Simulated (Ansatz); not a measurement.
# KBr: moving K off its site

KBr, Pm-3m, a = 4.043 Å (as given, not relaxed at this level: 0.0 GPa). This isn't the usual stable structure of the compound. Ansatz: PBE, PAW, 420 eV, Γ-centred 6×6×6 mesh on 2 atoms, Gaussian smearing 0.05 eV; no spin polarisation.

```xyz
2
Lattice="4.0435 0.0000 0.0000 0.0000 4.0435 0.0000 0.0000 0.0000 4.0435" Properties=species:S:1:pos:R:3 pbc="T T T"
K     0.0000    0.0000    0.0000
Br    2.0217    2.0217    2.0217
```

Atom 1 (K) moves by x along the unit vector (-1.000, 0.000, 0.000), with its periodic images; all else is held. y is the free energy of the cell over the start, F the force along the path summed over the moved atoms. Symmetry makes y even in x.

```tsv
x (Å)	y (meV)	F (eV/Å)
-0.5000	?	?
-0.2500	17.1	0.14
0.0000	0.0	0.00
0.0625	1.1	-0.03
0.1250	4.2	-0.07
0.1875	9.6	-0.10
0.3125	26.9	-0.18
0.3750	39.0	-0.21
0.4375	53.6	-0.25
```

Fit y = c2 x² + c4 x⁴ to the energies of the other rows, give the force constant, and predict energy and force of the missing row.

Least squares on the rows shown. y = 270.5 x² + 49.37 x⁴. The force constant is 2 c2 = 0.541 eV/Å² (for all images moving together, not for a lone atom). With two atoms in a cubic cell this is the optical mode at Γ without the LO field: ω = 521.5 √(2 c2/μ) = 75 cm⁻¹ for μ = 26.25 u. The force −dy/dx at the missing row is 0.30 eV/Å (computed 0.29). At x = -0.5000 the fit asked for gives 70.7 meV. The run gave 70.6 meV, so the fit is 0.1 meV too high, a small miss on the scale of the series.